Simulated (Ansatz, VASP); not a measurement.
**One calculation of Pb, two programs**

```
Pb
1.0
     0.00000    3.53107    3.53107
     3.53107    0.00000    3.53107
     3.53107    3.53107    0.00000
Pb
2
Cartesian
  -0.8828 -0.8828 -0.8828
  0.8828 0.8828 0.8828
```

Alike in both runs: functional PBE; k mesh 11 × 11 × 11; occupations fermi-dirac, width 0.1 eV; no spin polarisation.

Ansatz relaxed the structure, and its values are those at the end. VASP's run is a single point on that final structure, the one shown.

|  | VASP | Ansatz |
| --- | --- | --- |
| version | VASP 6.6.1 | Ansatz 0.2.0 |
| potentials or method | VASP PAW PBE potentials, release 64 (Pb_d) | PAW with Ansatz's default frozen-core files, scalar-relativistic |
| plane-wave cutoff (eV) | 520 | 420 |
| valence electrons in the cell | 28 | 28 |

|  | VASP | Ansatz | Ansatz less VASP |
| --- | --- | --- | --- |
| pressure (GPa) | -0.1 | 0.0 | +0.05 |

Spin-orbit coupling is left out, which matters for the levels of Pb.
